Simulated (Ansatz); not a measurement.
**1T-FeClI monolayer in a perpendicular field**

Wanted: the out-of-plane response of the 1T-FeClI monolayer. A positive field points along +c.

Method: plane-wave DFT, PBE-D3(BJ), Ansatz PAW (set soft_1); PAW set soft_1, in Ansatz 0.2.0.

## (1) The structure

The cell holds 3 atoms: 1 I, 1 Fe and 1 Cl. Cell: a = 3.604 Å, b = 3.604 Å, c = 36.229 Å, α = 90.0°, β = 90.0°, γ = 120.0°. Vacuum lies along c.

## (2) Relaxation

The starting cell is a guess, so the in-plane lattice and the atoms are relaxed first, with the slab cut off from its images along the normal.

Contents of input.yaml:

```yaml
crystal:
  lattice:
    - [3.603982, 0.0, 0.0]
    - [-1.801991, 3.1211399668, 0.0]
    - [0.0, 0.0, 36.2293845382]
  atoms:
    - { symbol: I, position: [0.6666666667, 0.3333333333, 0.46371199] }
    - { symbol: Fe, position: [0.0, 0.0, 0.509628601], spin: 4.0 }
    - { symbol: Cl, position: [0.3333333333, 0.6666666667, 0.53628801] }
  periodic: [true, true, false]
magnetization:
  spin_polarized: true
kpoints:
  mp_grid: { grid: [12, 12, 1] }
hamiltonian:
  xc: pbe
  dispersion: d3bj
  pseudopotentials: { kind: paw, azcp: { folder: soft_1 } }
scf:
  occupations: { method: fermi_dirac, width: 0.05 }
  convergence: { dr2_threshold: 1.0e-09 }
relax:
  f_tol: 0.004
  max_steps: 90
  cell: {}
output:
  write_potential: true
  write_density: true
  volumetric_format: npy
```

On the command line:

```console
> ansatz run input.yaml --threads 2 --pin off --max-ram 3072MiB --backend cpu --events-out ev --progress --plain --runs-dir out
```

Numbers of over 12 decimals in the logs are rounded to 6 here.

Output:

```text
Warning: relax.cell: scf.convergence.dr2_threshold = 1e-9 eV is looser than the 1.88086177887e-10 eV advised for a relaxation that steers and ends on the stress (1e-10 eV for each atom of the cell: 3, times the square of relax.cell.stress_2d_tol = 0.05 N/m over 12.6 Å (the atoms' height at the walk's start and 5 Å past either face), 3.959e-2 GPa, over a crystal's default 0.05). What an SCF threshold leaves in a stress goes as its square root, and in the free energy as the threshold itself, and one threshold admits the most on a small cell: [figures from the program's tests cut] Set scf.convergence.dr2_threshold to 1.88086177887e-10 eV or tighter. [rest of the remark cut]
Engine: ansatz 0.2.0, aarch64-unknown-linux-gnu
Pseudopotentials: kind: paw
Pseudopotential: I, paw, valence charge 17, recommended cutoff 420 eV (normal), soft_1/I.paw.azcp
Pseudopotential: Fe, paw, valence charge 16, recommended cutoff 420 eV (normal), soft_1/Fe.paw.azcp
Pseudopotential: Cl, paw, valence charge 7, recommended cutoff 420 eV (normal), soft_1/Cl.paw.azcp
Functional definition: PBE
  parameter kappa = 0.804
  parameter beta = 0.066725
  exchange = pbe_x(kappa = kappa, mu = beta*pi^2/3)
  correlation = pbe_c(beta = beta)
Crystal: 3 atoms, lattice volume = 407.527 Å³
Basis set: ecut = 420 eV, 7861 PW (Γ), exchange–correlation on 50×50×486 points (8 copies of the dense FFT grid, shifted against one another)
Bands: 27, of which v1, the nominal top of the filled ones, is band 20 counted from 1 (19 counted from 0)
Symmetry: 6 space group operations
Space group: P3m1 (ITA 156), of the structure as read, at distance tolerance 7.4e-5 Å
Magnetic group: BNS 156.49 (UNI 1279), of the structure as read, at distance tolerance 7.4e-5 Å
k-points: 19 of 144 (time reversal used)
Non-local potential: I, projectors of the file, l = 0: 2, l = 1: 2, l = 2: 2, l = 3: 1
Non-local potential: Fe, projectors of the file, l = 0: 3, l = 1: 2, l = 2: 3, l = 3: 1
Non-local potential: Cl, projectors of the file, l = 0: 2, l = 1: 2, l = 2: 1
PAW form: soft (Blöchl's): semilocal exchange-correlation on the pseudo side does not see the compensation charge
PAW one-centre angular grid: I, 590 points (default); XC on 64 Gauss nodes
PAW one-centre angular grid: Fe, 590 points (default); XC on 64 Gauss nodes
PAW one-centre angular grid: Cl, 110 points (default); XC on 64 Gauss nodes
Initial density: superposition of atomic densities (neutral atoms: chi_scale 0, normalization atom)
Starting moments: Σ|m| = 4 μB on 1 of 3 sites
Initial wavefunctions: pseudopotential atomic-orbital guess
Functional: x = pbe(κ = 0.804, μ = 0.219515), c = pbe(β = 0.066725)
iter 1 solved again at ethr=1.04e-3 eV; its pass at ethr=3.10e-3 eV (dr2=4.14e-1 eV) is discarded
SCF iter   1: F=—  HF=-13073.248672 eV  |F-HF|=—  |Δ(HF+E_count)|=         —  Δρ=6.51e-3 (↑5.58e-3 ↓6.51e-3)  dr2=4.19e-1  dr2_m=5.09e-2  M=4.000 μB ∫|m|=4.007 μB  β_m=0.30  ethr=1.04e-3  ⟨swp⟩=1.8  Hψ=11503  notcnv=0
Mixer restart at iter 1: flushing history
preconditioner: auto → LDOS  [metal: Δε(μ)=0.048 eV  Ē_g=10.539 eV  σ=0.050 eV  W_gap=0.24  n_scr=20 (ndim 8)  ℏωp=8.6 eV  f_vac=0.816  D(μ)=1.74/eV (n_scr^D=10)]
spin=Collinear: LDOS preconditioning applied to the charge; magnetization (m = ρ↑ − ρ↓) channel mixes plain (no charge-response kernel on spin).
SCF iter   2: F=—  HF=-13073.591856 eV  |F-HF|=—  |Δ(HF+E_count)|=   3.43e-1  Δρ=4.54e-3 (↑4.29e-3 ↓4.54e-3)  dr2=1.40e-1  dr2_m=3.51e-2  M=3.997 μB ∫|m|=4.006 μB  β_m=0.42  ethr=1.04e-3  ⟨swp⟩=4.7  Hψ=2626  notcnv=0  defer=22
SCF iter   3: F=—  HF=-13073.964546 eV  |F-HF|=—  |Δ(HF+E_count)|=         —  Δρ=5.26e-3 (↑5.26e-3 ↓4.54e-3)  dr2=3.98e-2  dr2_m=7.64e-2  M=3.844 μB ∫|m|=3.859 μB  β_m=0.42  ethr=3.51e-4  ⟨swp⟩=4.7  Hψ=2650  notcnv=0  defer=58
SCF iter   4: F=—  HF=-13074.022175 eV  |F-HF|=—  |Δ(HF+E_count)|=         —  Δρ=3.72e-3 (↑3.72e-3 ↓3.50e-3)  dr2=9.08e-3  dr2_m=4.33e-2  M=3.827 μB ∫|m|=3.844 μB  β_m=0.42  ethr=9.95e-5  ⟨swp⟩=2.9  Hψ=1847  notcnv=0  defer=61
SCF iter   5: F=—  HF=-13074.055628 eV  |F-HF|=—  |Δ(HF+E_count)|=   3.35e-2  Δρ=2.62e-3 (↑2.62e-3 ↓2.51e-3)  dr2=4.00e-3  dr2_m=2.21e-2  M=3.812 μB ∫|m|=3.832 μB  β_m=0.69  ethr=2.27e-5  ⟨swp⟩=2.8  Hψ=1893  notcnv=0  defer=61
SCF iter   6: F=—  HF=-13074.078425 eV  |F-HF|=—  |Δ(HF+E_count)|=   2.28e-2  Δρ=4.51e-4 (↑1.63e-4 ↓4.51e-4)  dr2=6.20e-4  dr2_m=2.63e-4  M=3.766 μB ∫|m|=3.793 μB  β_m=0.71  ethr=9.99e-6  ⟨swp⟩=3.4  Hψ=2567  notcnv=0  defer=62
SCF iter   7: F=—  HF=-13074.078559 eV  |F-HF|=—  |Δ(HF+E_count)|=   1.34e-4  Δρ=1.19e-4 (↑1.19e-4 ↓9.40e-5)  dr2=1.06e-4  dr2_m=2.66e-5  M=3.765 μB ∫|m|=3.792 μB  β_m=0.75  ethr=1.55e-6  ⟨swp⟩=3.2  Hψ=2204  notcnv=0  defer=61
SCF iter   8: F=—  HF=-13074.078740 eV  |F-HF|=—  |Δ(HF+E_count)|=   1.81e-4  Δρ=7.80e-5 (↑7.80e-5 ↓5.72e-5)  dr2=4.98e-5  dr2_m=3.81e-6  M=3.766 μB ∫|m|=3.793 μB  β_m=0.64  ethr=2.66e-7  ⟨swp⟩=3.0  Hψ=1997  notcnv=0  defer=61
SCF iter   9: F=—  HF=-13074.078734 eV  |F-HF|=—  |Δ(HF+E_count)|=   5.96e-6  Δρ=2.38e-5 (↑1.06e-5 ↓2.38e-5)  dr2=3.01e-6  dr2_m=6.99e-7  M=3.767 μB ∫|m|=3.793 μB  β_m=0.76  ethr=1.24e-7  ⟨swp⟩=3.2  Hψ=2016  notcnv=0  defer=61
SCF iter  10: F=—  HF=-13074.078739 eV  |F-HF|=—  |Δ(HF+E_count)|=   5.77e-6  Δρ=4.61e-6 (↑3.30e-6 ↓4.61e-6)  dr2=5.31e-7  dr2_m=1.32e-8  M=3.767 μB ∫|m|=3.793 μB  β_m=0.70  ethr=7.53e-9  ⟨swp⟩=3.1  Hψ=2188  notcnv=0  defer=61
SCF iter  11: F=—  HF=-13074.078739 eV  |F-HF|=—  |Δ(HF+E_count)|=   3.47e-8  Δρ=1.58e-6 (↑1.58e-6 ↓1.42e-6)  dr2=1.90e-8  dr2_m=3.82e-9  M=3.767 μB ∫|m|=3.793 μB  β_m=0.70  ethr=1.33e-9  ⟨swp⟩=3.5  Hψ=2093  notcnv=0  defer=61
SCF iter  12: F=—  HF=-13074.078739 eV  |F-HF|=—  |Δ(HF+E_count)|=   1.60e-8  Δρ=6.24e-7 (↑5.87e-7 ↓6.24e-7)  dr2=9.23e-10  dr2_m=1.10e-9  M=3.766 μB ∫|m|=3.793 μB  β_m=0.85  ethr=4.76e-11  ⟨swp⟩=3.4  Hψ=2086  notcnv=0  defer=61
SCF iter  13: F=—  HF=-13074.078739 eV  |F-HF|=—  |Δ(HF+E_count)|=   8.28e-9  Δρ=1.42e-7 (↑1.42e-7 ↓1.35e-7)  dr2=9.87e-11  dr2_m=2.83e-11  M=3.766 μB ∫|m|=3.793 μB  β_m=0.81  ethr=2.31e-12  ⟨swp⟩=3.6  Hψ=2327  notcnv=0  defer=61
SCF iter  14: F=-13074.078739 eV  HF=-13074.078739 eV  |F-HF|=7.46e-11  |Δ(HF+E_count)|=  4.82e-10  Δρ=5.36e-8 (↑3.38e-8 ↓5.36e-8)  dr2=1.65e-11  dr2_m=3.35e-12  M=3.766 μB ∫|m|=3.793 μB  ethr=1.00e-12  ⟨swp⟩=8.1  Hψ=6746  notcnv=0
SCF 1 converged in 14 iterations: F = -13074.078739 eV  dr2 = 1.65e-11
  greatest PAW one-centre occupation: 1.002 electrons in one spin orbital (limit 2), on the Fe atom at site 1 (counted from 0), in its partial waves of l = 1
[...]
SCF iter   2: F=—  HF=-13074.748538 eV  |F-HF|=—  |Δ(HF+E_count)|=   3.70e-3  Δρ=4.04e-5 (↑4.04e-5 ↓2.96e-5)  dr2=6.64e-6  dr2_m=4.92e-7  M=3.999 μB ∫|m|=4.023 μB  β_m=0.53  ethr=2.32e-8  ⟨swp⟩=3.3  Hψ=2522  notcnv=0
SCF iter   3: F=—  HF=-13074.749119 eV  |F-HF|=—  |Δ(HF+E_count)|=   5.81e-4  Δρ=1.78e-5 (↑1.78e-5 ↓1.34e-5)  dr2=5.03e-7  dr2_m=2.37e-7  M=3.999 μB ∫|m|=4.023 μB  β_m=0.67  ethr=1.66e-8  ⟨swp⟩=2.6  Hψ=1652  notcnv=0
SCF iter   4: F=—  HF=-13074.749377 eV  |F-HF|=—  |Δ(HF+E_count)|=   2.58e-4  Δρ=3.36e-6 (↑3.36e-6 ↓1.92e-6)  dr2=3.92e-8  dr2_m=1.30e-8  M=3.999 μB ∫|m|=4.023 μB  β_m=0.74  ethr=1.26e-9  ⟨swp⟩=3.4  Hψ=2275  notcnv=0  defer=2
SCF iter   5: F=—  HF=-13074.749428 eV  |F-HF|=—  |Δ(HF+E_count)|=   5.12e-5  Δρ=1.43e-6 (↑1.43e-6 ↓4.48e-7)  dr2=8.44e-9  dr2_m=1.46e-9  M=3.999 μB ∫|m|=4.023 μB  β_m=0.63  ethr=9.81e-11  ⟨swp⟩=3.7  Hψ=2466  notcnv=0  defer=4
SCF iter   6: F=—  HF=-13074.749428 eV  |F-HF|=—  |Δ(HF+E_count)|=   5.23e-9  Δρ=7.83e-7 (↑7.83e-7 ↓1.98e-7)  dr2=2.56e-9  dr2_m=5.31e-10  M=3.999 μB ∫|m|=4.023 μB  β_m=0.51  ethr=2.11e-11  ⟨swp⟩=2.8  Hψ=1757  notcnv=0  defer=5
iter 7 met the thresholds in force, and the SCF goes on: an eigenvalue changes by 7.14 meV, over its tolerance of 0.05 meV (output.eigenvalues, Limitations)
SCF iter   7: F=-13074.749428 eV  HF=-13074.749428 eV  |F-HF|=1.12e-7  |Δ(HF+E_count)|=   7.48e-8  Δρ=1.92e-7 (↑1.92e-7 ↓1.17e-7)  dr2=1.16e-10  dr2_m=4.82e-11  M=3.999 μB ∫|m|=4.023 μB  β_m=0.51  ethr=2.50e-12  ⟨swp⟩=17.8  Hψ=8487  notcnv=0
iter 8 met the thresholds in force, and the SCF goes on: an eigenvalue changes by 3.82 meV, over its tolerance of 0.05 meV (output.eigenvalues, Limitations)
SCF iter   8: F=-13074.749428 eV  HF=-13074.749428 eV  |F-HF|=7.87e-9  |Δ(HF+E_count)|=   1.04e-7  Δρ=4.55e-8 (↑2.95e-8 ↓4.55e-8)  dr2=1.37e-11  dr2_m=3.09e-12  M=3.999 μB ∫|m|=4.023 μB  β_m=1.00  ethr=1.00e-12  ⟨swp⟩=10.8  Hψ=6363  notcnv=0
Mixer restart at iter 8: flushing history
iter 9 met the thresholds in force, and the SCF goes on: an eigenvalue changes by 0.13 meV, over its tolerance of 0.06 meV (output.eigenvalues, Limitations)
SCF iter   9: F=-13074.749428 eV  HF=-13074.749428 eV  |F-HF|=4.64e-10  |Δ(HF+E_count)|=   7.85e-9  Δρ=1.34e-7 (↑5.01e-8 ↓1.34e-7)  dr2=3.97e-10  dr2_m=8.24e-12  M=3.999 μB ∫|m|=4.023 μB  β_m=1.00  ethr=1.00e-12  ⟨swp⟩=9.5  Hψ=6216  notcnv=0  κ⁻¹=1.0e0(r=1)
SCF iter  10: F=-13074.749428 eV  HF=-13074.749428 eV  |F-HF|=4.37e-11  |Δ(HF+E_count)|=  9.46e-11  Δρ=2.68e-8 (↑6.84e-9 ↓2.68e-8)  dr2=7.13e-12  dr2_m=6.12e-13  M=3.999 μB ∫|m|=4.023 μB  ethr=1.00e-12  ⟨swp⟩=7.2  Hψ=5351  notcnv=0
WARN: dispersion: an atom stands within reach of a switch of its C6 between two reference coordination numbers of its element: through that C6 alone, e_disp changes by 0.025 eV or more while the distances to its neighbours run over a stretch of 0.05 Å that contains this geometry (sites counted from 0 in the run's list of atoms or, in a supercell that it derives, in that cell's: here a list of 3) — site 1 (Fe): coordination number 5.150 (about 4.86 to 5.43 with every neighbour 0.05 Å farther or nearer), switch near 5.393 between the references 1.648 (weight 1.00) and 9.138 (weight 0.00), e_disp changing by some 0.11 eV. [rest of the remark cut]
SCF 9 converged in 10 iterations: F = -13074.749428 eV  dr2 = 7.13e-12
relax step   9: F+E_penalty+E_count = -13074.74942827 eV  Δ(F+E_penalty+E_count) = -1.390e-3 eV  max|allowed force component| = 8.350e-4 eV/Å  Δτ_max = 0.0000 Å  P = -0.008 N/m  Ω = 442.188 Å³  fix = [c, alpha, beta]  reactions: c -0.000 N/m  stress off target by 8.06e-3 N/m on what of the cell is left free  SCF on the basis re-selected at this cell (its energy is not comparable with the rows above)  (10 SCF iters)
basis re-selected at this cell: Δ(F+E_penalty+E_count) = -1.390e-3 eV, ΔP = -0.008 N/m vs the last step (what re-selecting the basis moved, of the pressure what is left beyond the Pulay correction that the steps carried, after the strain that the cell walked since its last selection, with what the two solves' SCF thresholds leave and, on support functions, any second-order correction that the steps lacked; it is no measure of the basis error at this ecutwfc). The dense FFT grid was sized anew with the basis: this SCF ran on 27×27×243 points, the steps before it on 25×25×243, so part of this shift can come from that change (see relax.cell in the input reference). [rest of the remark cut]
WARN: The output density's exchange-correlation potential varies sharply where the density is thin. Do not read a vacuum level from v_tot or v_xc, or from such a field of the output density. On a cell that repeats whose density bears no net charge and no dipole along the vacuum's axis use v_es (v_loc + v_h of the components); under efield.dipole_correction with no amplitude use v_es + v_field, which holds any externa [...]
SCF converged after 10 iterations
an eigenvalue changed by more than its tolerance at an iteration that met the thresholds in force, so the SCF went on 3 times, its first undamped step at iteration 8: the last check found none over its tolerance
Magnetization: 3.9989 μB (21.9995 up, 18.0005 down)
Absolute magnetization: 4.0235 μB (∫|ρ↑−ρ↓|, with the PAW one-centre terms)
Spin contamination: 0.0162 ħ² per cell (⟨S²⟩ above its minimum at these occupations)
Per-site moments (μB) at R_I (Å): [(0.193594, 1.144004), (3.403434, 1.034275), (0.132304, 1.034275)]
Free energy (F): -13074.749428 eV
Harris-Foulkes:  -13074.749428 eV  (|F-HF|=4.37e-11)
Internal energy: -13074.728533 eV  (E = F + TS)
E sigma→0 (E₀):  -13074.738981 eV
Entropy (-TS):   -0.020895 eV (-6.965 meV/atom)
Fermi energy:    -5.063133 eV
--- Per-component energies (eV) ---
  E_band       = -1267.273812
  E_kinetic    = 634.840294
  E_local      = -95758.401911  (includes V_loc(G=0)·N_el)
  E_nonlocal   = 444.876190
  E_hartree    = 47218.835957
  E_xc         = -322.533415
  E_vxc        = -364.943789  (∫ρ·V_xc dr)
  E_paw        = -6828.376949  (= ΣΔE_a)
  E_vpaw       = -661.312822  (= ΣTr[D̂ρ^β])
  E_aug_tail   = -0.003445  (compensation charges beyond the density's cutoff)
  E_ewald      = 41536.734751
  E_disp       = -0.700004  (pairwise vdW)
  E_smearing   = -0.020895  (= −TS)
  E_closure    = -0.000000  (closes the sum)
  Σ components = -13074.749428   (vs F -13074.749428, Δ=0.00e0)
--- Forces (eV/Å), atoms counted from 1 ---
  atom   1  I      0.00000000    -0.00000000     0.00082236
  atom   2  Fe     0.00000000     0.00000000     0.00001259
  atom   3  Cl     0.00000000     0.00000000    -0.00083508
  max |Σ_I F_I| component: 1.28e-7 eV/Å
--- 2D stress c σ (N/m, compression-positive) ---
       -0.008061      -0.000000       0.000000
       -0.000000      -0.008061       0.000000
        0.000000       0.000000      -0.000000
  P = ½ c Tr σ = -0.0081 N/m
--- Band table (eV; the first three rows and the last of 38) ---
  k-point 0 ↑: bands = [... 16 lower, -8.0885, -7.7025, -7.1797, -7.1797, -5.2544, -5.2544, -2.2345, -0.7689, ... 3 higher]
  k-point 1 ↑: bands = [... 16 lower, -8.1309, -7.7466, -7.2283, -7.1840, -5.6180, -5.3235, -2.0096, -0.6295, ... 3 higher]
  k-point 2 ↑: bands = [... 16 lower, -8.1870, -7.7604, -7.2766, -7.2279, -6.3127, -5.4809, -1.4832, -0.3905, ... 3 higher]
  k-point 18 ↓: bands = [... 16 lower, -7.8885, -4.9683, -4.8174, -4.6609, -4.0250, -3.5501, -0.5892, 0.8585, ... 3 higher]
  the weakly bound empty levels are not read free of the cell's end (no_gap_told)
--- Relaxed structure (8 steps of the walk, 8 accepted, 1 SCFs on fresh bases) ---
  F+E_penalty+E_count = -13074.74942827 eV   max|allowed force component| = 8.350e-4 eV/Å   (the final SCF, on the basis selected at the relaxed cell)
  cell:  # Å, volume = 442.1882 Å³
    - [3.754117, 0, 0]
    - [-1.877058, 3.251161, 0]
    - [0, 0, 36.2293845382]
  atoms:
    - { symbol: I, position: [0.666667, 0.333333, 0.459774] }
    - { symbol: Fe, position: [0, 0, 0.507531] }
    - { symbol: Cl, position: [0.333333, 0.666667, 0.542324] }
```

Elapsed: 4 min, on 2 threads of Arm Neoverse V1, shared host; peak memory 0.85 GiB.

The steps of the relaxation:

```tsv
step	energy less that of the first step (eV)	largest force component (eV/Å)	volume (Å³)
1	0.0000	2.1364	407.53
2	-0.3870	1.0653	412.85
3	-0.6210	0.6690	427.53
4	-0.6631	0.2041	447.08
5	-0.6685	0.0540	445.00
6	-0.6692	0.0118	442.99
7	-0.6693	0.0044	442.07
8	-0.6693	0.0002	442.19
9*	-0.6707	0.0008	442.19
```

Relaxation steps marked * repeat the geometry before them on a plane-wave basis chosen anew for their cell, so energy and pressure can jump there.

Forces are held to the 6 operations that the run works with; a distortion that breaks them can't arise in this run.

```tsv
cell as run	before	after	change
a (Å)	3.604	3.754	+4.2 %
b (Å)	3.604	3.754	+4.2 %
```

The atoms that moved most (Å, along periodic axes as changes of fractional coordinates times the final cell, across vacuum about the mean position):

```tsv
atom	dx	dy	dz	length
Cl3	0.000	0.000	0.219	0.219
I1	0.000	0.000	-0.143	0.143
Fe2	0.000	0.000	-0.076	0.076
```

Final coordinates:

```
I Fe Cl
1.0
     3.75412    0.00000    0.00000
    -1.87706    3.25116    0.00000
     0.00000    0.00000   36.22938
I Fe Cl
1 1 1
Cartesian
  1.8771 1.0837 16.6573
  0.0000 0.0000 18.3875
  0.0000 2.1674 19.6481
```

This step gave:

- energy at zero smearing: -13074.7390 eV
- total moment: 3.999 μB
- site moments: 0.1936, 3.403, 0.1323 μB

Site moment by atom:

```tsv
atom	site moment (μB)
I1	0.19
Fe2	3.40
Cl3	0.13
```

The lattice constant a goes from 3.604 to 3.754 Å.

(Part 1 of 2 ends here.)

[Logs are printed without paths, hosts, clocks, repeated set-up lines and the standing remarks that a program may print on its own settings, such as how far it seeks lower states.]

[Hosts, paths, dates, database ids (printed as entryN), source tags and the programs' standing remarks are cut or masked in the printed files.]

[Maps of the electrostatic potential energy from Ansatz leave out the sawtooth potential of an applied field or a dipole correction, so their vacuum need not be flat; planar profiles and work functions include it.]
